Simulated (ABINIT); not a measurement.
Crystal: BN.

```
N B
1.0
     2.55394    0.00000    0.00000
    -1.27697    2.21178    0.00000
     0.00000    0.00000    4.22685
N B
2 2
Direct
  0.33333 0.66667 0.12528
  0.66667 0.33333 0.62528
  0.33333 0.66667 0.49972
  0.66667 0.33333 0.99972
```

Measurements of this composition are mostly on another form, of space group No. 194.

Base run:

| Item | Value |
| --- | --- |
| Program | ABINIT 10.8.3 (patched build) |
| Functional | PBE |
| Potentials or basis | PseudoDojo NC SR PBE v0.4.1 standard |
| Cutoff | 952 eV |
| k mesh | 8 × 8 × 4 |
| Occupations | fixed |
| Spin | no spin polarisation |

Its results: band gap on the k mesh 5.58 eV, indirect (least direct gap 8.28 eV); pressure -1.6 GPa; largest force 0.016 eV/Å.

Question: The run is repeated on the same cell with these changes: functional from PBE to PBE0. What comes out?

Answer: Band gap on the k mesh 7.68 eV, indirect (least direct gap 10.68 eV); pressure -10.2 GPa; largest force 0.035 eV/Å.

PBE0 gives the wider gap, since exact exchange removes part of the self-interaction.

Caveats: the potentials were made for another functional, which shifts forces and pressure (some runs).

A k mesh can miss the band edges.
